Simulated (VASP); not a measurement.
# SnO (P4/nmm) in VASP: further runs

One crystal, SnO, is run at these levels: r2SCAN, r2SCAN+rVV10; tasks: relaxation of cell and atoms.

Everything below comes from runs of VASP 6.6.1. Logs are shortened: lines on timing, memory, paths and dates and some standing lists are left out, and cuts for length are marked.

## 1. The structure

The structure is tetragonal, space group P4/nmm (No. 129). Conventional cell: a = 3.849 Å, b = 3.849 Å, c = 4.894 Å, α = 90.00°, β = 90.00°, γ = 90.00°. Around Sn (site symmetry 4mm) lie 4 O at 2.25 Å. O (site symmetry -4m2) has 4 Sn at 2.25 Å as nearest neighbours.

## 2. Relaxation of cell and atoms, r2SCAN

INCAR reads:

```
SYSTEM = SnO
PREC     = Accurate       ! precision mode
ENCUT    = 600            ! plane-wave cutoff, eV
EDIFF    = 1E-7           ! SCF threshold, eV
ISMEAR   = 0              ! smearing method
SIGMA    = 0.02           ! smearing width, eV
LREAL    = .FALSE.        ! projectors in reciprocal space
LASPH    = .TRUE.         ! aspherical terms in the spheres
NELM     = 100            ! most SCF steps
ALGO     = Normal         ! electronic algorithm
ISIF     = 3              ! what is computed and relaxed
LWAVE    = .FALSE.        ! write WAVECAR
LCHARG   = .FALSE.        ! write CHGCAR
METAGGA  = R2SCAN         ! meta-GGA
LMIXTAU  = .TRUE.       
IBRION   = 2              ! ionic algorithm
NSW      = 90             ! ionic steps
EDIFFG   = -0.005         ! ionic threshold
```

KPOINTS reads:

```
regular mesh
0
G
  10 10 8
  0 0 0
```

POSCAR reads:

```
SnO
1.0
    3.8494000000      0.0000000000      0.0000000000
    0.0000000000      3.8494000000      0.0000000000
    0.0000000000      0.0000000000      4.8940000000
Sn O
2 2
Direct
    0.5000000000      0.0000000000      0.2377000000
    0.0000000000      0.5000000000      0.7623000000
    0.0000000000      0.0000000000      0.0000000000
    0.5000000000      0.5000000000      0.0000000000
```

Potentials or basis: VASP PAW PBE potentials, release 64 (Sn_d, O).

The run is started by

```
cat potpaw_PBE.64/Sn_d/POTCAR potpaw_PBE.64/O/POTCAR > POTCAR
mpirun -np 1 vasp_std > vasp.out
```

OUTCAR:

```text
SYSTEM = SnO
   PREC = Accurate
   ENCUT = 600
   EDIFF = 1E-7
   ISMEAR = 0
   LREAL = .FALSE.
   LASPH = .TRUE.
   NELM = 100
   ISIF = 3
   METAGGA = R2SCAN
   IBRION = 2
   NSW = 90
   EDIFFG = -0.005

 ion  position               nearest neighbor table
   1  0.500  0.000  0.238-   3 2.25   4 2.25   4 2.25   3 2.25   2 3.58   2 3.58   2 3.58   2 3.58
                             2 3.74   2 3.74   2 3.74   2 3.74
   2  0.000  0.500  0.762-   3 2.25   4 2.25   3 2.25   4 2.25   1 3.58   1 3.58   1 3.58   1 3.58
                             1 3.74   1 3.74   1 3.74   1 3.74
   3  0.000  0.000  0.000-   1 2.25   2 2.25   2 2.25   1 2.25
   4  0.500  0.500  0.000-   1 2.25   2 2.25   1 2.25   2 2.25

  LATTYP: Found a simple tetragonal cell.
 ALAT       =     3.8494000000
 C/A-ratio  =     1.2713669663

  Lattice vectors:

 A1 = (   3.8494000000,   0.0000000000,   0.0000000000)
 A2 = (   0.0000000000,   3.8494000000,   0.0000000000)
 A3 = (   0.0000000000,   0.0000000000,   4.8940000000)

Analysis of symmetry for initial positions (statically):
=====================================================================
 Subroutine PRICEL returns:
 Original cell was already a primitive cell.

 Routine SETGRP: Setting up the symmetry group for a
 simple tetragonal supercell.

 Subroutine GETGRP returns: Found 16 space group operations
 (whereof  8 operations were pure point group operations)
 out of a pool of 16 trial point group operations.

The static configuration has the point symmetry D_2d.
 The point group associated with its full space group is D_4h.

Analysis of symmetry for dynamics (positions and initial velocities):
=====================================================================
 Subroutine PRICEL returns:
 Original cell was already a primitive cell.

 Routine SETGRP: Setting up the symmetry group for a
 simple tetragonal supercell.

 Subroutine GETGRP returns: Found 16 space group operations
 (whereof  8 operations were pure point group operations)
 out of a pool of 16 trial point group operations.

The dynamic configuration has the point symmetry D_2d.
 The point group associated with its full space group is D_4h.

 Subroutine INISYM returns: Found 16 space group operations
 (whereof  8 operations are pure point group operations),
 and found     1 'primitive' translations

----------------------------------------------------------------------------------------

                                     Primitive cell

  volume of cell :      72.5187

  direct lattice vectors                    reciprocal lattice vectors
     3.849400000  0.000000000  0.000000000     0.259780745  0.000000000  0.000000000
     0.000000000  3.849400000  0.000000000     0.000000000  0.259780745  0.000000000
     0.000000000  0.000000000  4.894000000     0.000000000  0.000000000  0.204331835

  length of vectors
     3.849400000  3.849400000  4.894000000     0.259780745  0.259780745  0.204331835

  position of ions in fractional coordinates (direct lattice)
     0.500000000  0.000000000  0.237700000
     0.000000000  0.500000000  0.762300000
     0.000000000  0.000000000  0.000000000
     0.500000000  0.500000000  0.000000000

  ion indices of the primitive-cell ions
   primitive index   ion index
                 1           1
                 2           2
                 3           3
                 4           4

----------------------------------------------------------------------------------------

 KPOINTS: regular mesh

Automatic generation of k-mesh.
 Grid dimensions read from file:
 generate k-points for:   10   10    8

 Generating k-lattice:

  Cartesian coordinates                     Fractional coordinates (reciprocal lattice)
     0.025978075  0.000000000  0.000000000     0.100000000  0.000000000  0.000000000
     0.000000000  0.025978075  0.000000000     0.000000000  0.100000000  0.000000000
     0.000000000  0.000000000  0.025541479     0.000000000  0.000000000  0.125000000

  Length of vectors
     0.025978075  0.025978075  0.025541479

  Shift w.r.t. Gamma in fractional coordinates (k-lattice)
     0.000000000  0.000000000  0.000000000

 Subroutine IBZKPT returns following result:
 ===========================================

 Found    105 irreducible k-points:

 Following reciprocal coordinates:
            Coordinates               Weight
  0.000000  0.000000  0.000000      1.000000
  0.100000  0.000000  0.000000      4.000000
  0.200000  0.000000  0.000000      4.000000
  0.300000  0.000000  0.000000      4.000000
  0.400000  0.000000  0.000000      4.000000
  0.500000  0.000000  0.000000      2.000000
[... 16 lines left out ...]
  0.100000  0.000000  0.125000      8.000000
  0.200000  0.000000  0.125000      8.000000
 [... further k-points ...]
   k-points           NKPTS =    105   k-points in BZ     NKDIM =    105   number of bands    NBANDS=     24
   number of dos      NEDOS =    301   number of ions     NIONS =      4
   total plane-waves  NPLWV =  40960
   dimension x,y,z NGX =    32 NGY =   32 NGZ =   40
   dimension x,y,z NGXF=    64 NGYF=   64 NGZF=   80
   ions per type =               2   2
   NGX,Y,Z   is equivalent  to a cutoff of  13.82, 13.82, 13.59 a.u.
   NGXF,Y,Z  is equivalent  to a cutoff of  27.64, 27.64, 27.18 a.u.
 SYSTEM =  SnO
   PREC   = accura    normal or accurate (medium, high low for compatibility)
   ISTART =      0    job   : 0-new  1-cont  2-samecut
   ICHARG =      2    charge: 1-file 2-atom 10-const
   ISPIN  =      1    spin polarized calculation?
   LNONCOLLINEAR =      F non collinear calculations
   LSORBIT =      F    spin-orbit coupling
   LASPH  =      T    aspherical Exc in radial PAW
   ENCUT  =  600.0 eV  44.10 Ry    6.64 a.u.   7.69  7.69  9.77*2*pi/ulx,y,z
   NELM   =    100;   NELMIN=  2; NELMDL= -5     # of ELM steps
   EDIFF  = 0.1E-06   stopping-criterion for ELM
   LREAL  =      F    real-space projection
   EDIFFG = -.5E-02   stopping-criterion for IOM
   NSW    =     90    number of steps for IOM
   IBRION =      2    ionic relax: 0-MD 1-quasi-New 2-CG
   NFREE  =      1    steps in history (QN), initial steepest desc. (CG)
   ISIF   =      3    stress and relaxation
   ISYM   =      2    0-nonsym 1-usesym 2-fastsym
   POTIM  = 0.5000    time-step for ionic-motion
   TEBEG  =    0.0;   TEEND  =   0.0 temperature during run
   PSTRESS=    0.0 pullay stress
   NELECT =      40.0000    total number of electrons
   NUPDOWN=      -1.0000    fix difference up-down
   EMIN   =  10.00;   EMAX   =-10.00  energy-range for DOS
   EFERMI =   0.00;   METHOD = LEGACY
   ISMEAR =     0;   SIGMA  =   0.02  broadening in eV -4-tet -1-fermi 0-gaus
   EFERMI_NEDOS =   21; number of points for ismear=-14 and -15
   IALGO  =     38    algorithm
   IMIX   =      4    mixing-type and parameters
     AMIX     =   0.40;   BMIX     =  1.00
     AMIX_MAG =   1.60;   BMIX_MAG =  1.00
  volume/ion in A,a.u.               =      18.13       122.35
  Fermi-wavevector in a.u.,A,eV,Ry     =   1.342594  2.537135 24.525312  1.802560
  Thomas-Fermi vector in A             =   2.470736
   LORBIT       =      0    0 simple, 1 ext, 2 COOP (PROOUT), +10 PAW based schemes
   METAGGA = R2SCAN    functional components
   LHFCALC =     F    Hartree Fock is set to
   AEXX    =    0.0000 exact exchange contribution
   IVDW    =     0    specifies the selected vdW correction
   LEPSILON=     F    determine dielectric tensor
   LRPA    =     F    only Hartree local field effects (RPA)
 conjugate gradient relaxation of ions
 non-spin polarized calculation
 Gauss-broadening in eV      SIGMA  =   0.02
  energy-cutoff  :      600.00
  volume of cell :       72.52
 maximum number of plane-waves:      2444
 NGX is ok and might be reduce to    32

--------------------------------------- Ionic step        1  -------------------------------------------

 number of electron      39.9999998 magnetization

 Free energy of the ion-electron system (eV)
  ---------------------------------------------------
  ext. energy  EPLUGINS =         0.00000000
  ---------------------------------------------------
  free energy    TOTEN  =       -66.89698090 eV

  energy without entropy =      -66.89698090  energy(sigma->0) =      -66.89698090

------------------------ aborting loop because EDIFF is reached ----------------------------------------

  FORCE on cell =-STRESS in cart. coord.  units (eV):
  Direction    XX          YY          ZZ          XY          YZ          ZX
  --------------------------------------------------------------------------------------
  -------------------------------------------------------------------------------------
  Total       -1.3106667     -1.3106667     -0.9672497      0.0000000      0.0000000      0.0000000
  in kB      -28.9569483    -28.9569483    -21.3697359      0.0000000      0.0000000      0.0000000
  external PRESSURE =     -26.4278775 kB  Pullay stress =       0.0000000 kB
[... 95 lines left out ...]
  FREE ENERGIE OF THE ION-ELECTRON SYSTEM (eV)
  ---------------------------------------------------
  free  energy   TOTEN  =       -66.9146735400 eV

  energy  without entropy=      -66.9146735400  energy(sigma->0) =      -66.91467354

[... ionic steps 4 to 10 ...]

--------------------------------------- Ionic step       11  -------------------------------------------

 number of electron      40.0000007 magnetization

------------------------ aborting loop because EDIFF is reached ----------------------------------------
[... 71 lines left out ...]
--------------------------------------- Ionic step       13  -------------------------------------------

 number of electron      40.0000007 magnetization

 Free energy of the ion-electron system (eV)
  ---------------------------------------------------
  ext. energy  EPLUGINS =         0.00000000
  ---------------------------------------------------
  free energy    TOTEN  =       -66.91521496 eV

  energy without entropy =      -66.91521496  energy(sigma->0) =      -66.91521496

 E-fermi :   7.0673     XC(G=0): -10.8316

 val. band max:        6.9459319674   @ k =   0.0000   0.0000   0.0000
 cond. band min:       7.2443750718   @ k =   0.5000   0.5000   0.0000
 fundamental gap:      0.2984431044
 Fermi energy:         7.0672754660

 k-point     1 :       0.0000    0.0000    0.0000
  band No.  band energies     occupation
      1     -15.9686      2.00000
      2     -15.4233      2.00000
      3     -15.4089      2.00000
      4     -15.4089      2.00000
      5     -15.3643      2.00000
      6     -15.3408      2.00000
[... 637 lines left out ...]
     23      11.7138      0.00000
     24      12.3856      0.00000

 [... further k-points ...]

------------------------ aborting loop because EDIFF is reached ----------------------------------------

  FORCE on cell =-STRESS in cart. coord.  units (eV):
  Direction    XX          YY          ZZ          XY          YZ          ZX
  --------------------------------------------------------------------------------------
  -------------------------------------------------------------------------------------
  Total       -0.0164836     -0.0164836     -0.0005045      0.0000000      0.0000000      0.0000000
  in kB       -0.3707007     -0.3707007     -0.0113447      0.0000000      0.0000000      0.0000000
  external PRESSURE =      -0.2509153 kB  Pullay stress =       0.0000000 kB
[... 19 lines left out ...]
  FREE ENERGIE OF THE ION-ELECTRON SYSTEM (eV)
  ---------------------------------------------------
  free  energy   TOTEN  =       -66.9152149632 eV

  energy  without entropy=      -66.9152149632  energy(sigma->0) =      -66.91521496

 reached required accuracy - stopping structural energy minimisation
```

It took 53 min on 1 thread of Intel Xeon Platinum 8488C (Sapphire Rapids), shared host; peak memory 0.35 GiB.

Results:

* Free energy: -66.9152 eV
* Relaxed volume: 17.81 Å³/atom
* Relaxed cell: a = 3.813 Å, b = 3.813 Å, c = 4.899 Å, α = 90.00°, β = 90.00°, γ = 90.00°
* Space group after relaxing (to 0.05 Å): P4/nmm (No. 129)
* Energy gained by relaxing: 4.6 meV/atom
* Ionic steps: 13
* Pressure after relaxing: 0.0 GPa
* Band gap on the k mesh: 0.30 eV, indirect (least direct gap 2.33 eV)

Step by step:
```tsv
step	energy change (eV)	largest force (eV/Å)	pressure (GPa)	volume (Å³)
1	0.0000	0.4458	-2.64	72.52
2	0.0037	0.5884	3.11	69.42
3	-0.0177	0.0312	-0.05	71.01
4	-0.0177	0.0410	0.01	70.98
5	-0.0180	0.0145	0.06	70.92
6	-0.0181	0.0014	0.08	70.88
7	-0.0181	0.0036	0.09	70.88
8	-0.0181	0.0249	-0.04	70.98
9	-0.0181	0.0213	-0.01	70.96
10	-0.0181	0.0151	-0.01	71.01
11	-0.0182	0.0025	0.00	71.13
12	-0.0182	0.0091	0.00	71.18
13	-0.0182	0.0014	-0.03	71.24
```

Final structure:
```xyz
4
Lattice="3.8134 0.0000 0.0000 0.0000 3.8134 0.0000 0.0000 0.0000 4.8991" Properties=species:S:1:pos:R:3 pbc="T T T"
Sn    1.9067    0.0000    1.1513
Sn    0.0000    1.9067    3.7478
O     0.0000    0.0000    0.0000
O     1.9067    1.9067    4.8991
```

Caveat: the PAW data sets were made with another functional, which shifts forces and pressure a little; spin-orbit coupling is left out, which moves the levels of the heavy elements.

## 3. Relaxation of cell and atoms, r2SCAN+rVV10

INCAR: that of step 2 with these lines changed.

```diff
@@ -15,2 +15,6 @@
 LMIXTAU  = .TRUE.       
+LUSE_VDW = .TRUE.       
+IVDW_NL  = 2            
+BPARAM   = 11.95        
+CPARAM   = 0.0093       
 IBRION   = 2              ! ionic algorithm
```

KPOINTS is that of step 2.

POSCAR is that of step 2.

Potentials or basis: VASP PAW PBE potentials, release 64 (Sn_d, O).

The run is started by

```
cat potpaw_PBE.64/Sn_d/POTCAR potpaw_PBE.64/O/POTCAR > POTCAR
mpirun -np 1 vasp_std > vasp.out
```

It took 70 min on 1 thread of Intel Xeon Platinum 8488C (Sapphire Rapids), shared host; peak memory 0.51 GiB.

Results (log left out):

| Property | Result |
| --- | --- |
| Free energy | -65.8439 eV |
| Relaxed volume | 17.14 Å³/atom |
| Relaxed cell | a = 3.799 Å, b = 3.799 Å, c = 4.751 Å, α = 90.00°, β = 90.00°, γ = 90.00° |
| Space group after relaxing (to 0.05 Å) | P4/nmm (No. 129) |
| Energy gained by relaxing | 9.0 meV/atom |
| Ionic steps | 13 |
| Pressure after relaxing | 0.0 GPa |
| Band gap on the k mesh | none (metal or under the smearing width) |

Step by step:
| step | energy change (eV) | largest force (eV/Å) | pressure (GPa) | volume (Å³) |
| --- | --- | --- | --- | --- |
| 1 | 0.0000 | 0.4215 | -3.66 | 72.52 |
| 2 | 0.0042 | 0.8554 | 3.87 | 68.26 |
| 3 | -0.0296 | 0.1699 | -0.27 | 70.40 |
| 4 | -0.0319 | 0.0959 | -0.17 | 70.04 |
| 5 | -0.0329 | 0.0141 | -0.07 | 69.64 |
| 6 | -0.0339 | 0.0168 | -0.04 | 69.43 |
| 7 | -0.0357 | 0.0276 | 0.06 | 68.84 |
| 8 | -0.0336 | 0.0492 | 0.32 | 67.65 |
| 9 | -0.0359 | 0.0395 | 0.12 | 68.57 |
| 10 | -0.0354 | 0.0884 | -0.50 | 68.71 |
| 11 | -0.0359 | 0.0075 | -0.04 | 68.61 |
| 12 | -0.0359 | 0.0051 | -0.04 | 68.61 |
| 13 | -0.0359 | 0.0004 | -0.02 | 68.55 |

Final structure:
```xyz
4
Lattice="3.7985 0.0000 0.0000 0.0000 3.7985 0.0000 0.0000 0.0000 4.7508" Properties=species:S:1:pos:R:3 pbc="T T T"
Sn    1.8993    0.0000    1.1515
Sn    0.0000    1.8993    3.5993
O     0.0000    3.7985    0.0000
O     1.8993    1.8993    0.0000
```

Levels at points of the mesh, in eV from the Fermi level:
```csv
k point,band 17,band 18,band 19,band 20,band 21,band 22,band 23,band 24
"(0.00, 0.00, 0.00)",-3.94,-3.62,-3.62,0.01,2.48,4.69,4.69,4.81
"(0.50, 0.00, 0.00)",-5.33,-5.33,-3.09,-3.09,3.56,3.56,6.12,6.12
"(0.50, 0.50, 0.00)",-2.95,-2.95,-2.16,-2.16,-0.01,-0.01,4.73,4.73
"(0.00, 0.00, 0.50)",-3.64,-3.64,-2.94,-2.59,1.95,2.92,2.92,3.69
"(0.50, 0.00, 0.50)",-5.29,-5.29,-2.05,-2.05,2.86,2.86,5.55,5.55
"(0.50, 0.50, 0.50)",-3.05,-3.05,-2.95,-2.95,2.35,2.35,4.54,4.54
```

Caveat: the PAW data sets were made with another functional, which shifts forces and pressure a little.
